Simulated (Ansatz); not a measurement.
Results of LDA (Ansatz, an electronic-structure program, plane waves, PAW) for zinc-blende InN (metastable phase).

Numerical settings: plane-wave cutoff 520 eV, 24×24×24 k mesh, Fermi–Dirac smearing 0.05 eV, scalar-relativistic PAW data made under PBE.

Computed at the level's own relaxed cell.

Task: Estimate the polycrystal shear modulus (Hill average), elastic constant C11, Voigt–Reuss–Hill bulk modulus, elastic constant C44 and elastic constant C12 that the calculation returns.

Result: 
- polycrystal shear modulus (Hill average) = 55.3 GPa
- elastic constant C11 = 185 GPa
- Voigt–Reuss–Hill bulk modulus = 146 GPa
- elastic constant C44 = 84.4 GPa
- elastic constant C12 = 127 GPa

Note: the solid has no gap at this level, which affects its response.

Elastic constants are with the ions relaxed.

Spin–orbit coupling is not included.

Computed values are for the static lattice.
